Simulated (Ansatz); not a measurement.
# KCl: the cost of one run

Computed with Ansatz 0.2.0 (DFT PBE, scalar-relativistic, plane waves, PAW, unless a step's input says otherwise).

## (1) The system as given

The structure is cubic, space group Pm-3m (No. 221). Conventional cell: a = 3.835 Å, b = 3.835 Å, c = 3.835 Å, α = 90.00°, β = 90.00°, γ = 90.00°. K (site symmetry m-3m) has 8 Cl at 3.32 Å in its first shell of neighbours. Cl (site symmetry m-3m) has 8 K at 3.32 Å in its first shell of neighbours.

As a file:

```xyz
2
Lattice="3.8354 0.0000 0.0000 0.0000 3.8354 0.0000 0.0000 0.0000 3.8354" Properties=species:S:1:pos:R:3 pbc="T T T"
K     0.0000    0.0000    0.0000
Cl    1.9177    1.9177    1.9177
```

This cell comes from an earlier session at PBE: 28.210 Å³/atom at 0.00 GPa, on a 10×10×10 mesh.

Volume factors to run: 0.980, 1.020, 0.960, 1.040.

## (2) At 0.980 of the relaxed volume

Contents of input.yaml:

```yaml
crystal:
  lattice:
    - [3.8096815152, 0.0, 0.0]
    - [0.0, 3.8096815152, 0.0]
    - [0.0, 0.0, 3.8096815152]
  atoms:
    - { symbol: K, position: [0.0, 0.0, 0.0] }
    - { symbol: Cl, position: [0.5, 0.5, 0.5] }
basis:
  ecutwfc: 420
  ecutrho_ratio: 4
kpoints:
  mp_grid: { grid: [10, 10, 10] }
hamiltonian:
  xc: pbe
scf:
  occupations: { method: gaussian, width: 0.05 }
output:
  forces: true
  stress: true
  eigenvalues: true
```

Started as:

```sh
ansatz run input.yaml --threads 2 --pin off --max-ram 2662MiB --backend cpu --events-out ev --progress --plain --runs-dir out
```

**Question.** How long does this run take on 2 threads of Arm Neoverse V1, shared host, and how much memory does it need?

About 1.2 s, with a peak of 0.32 GiB.
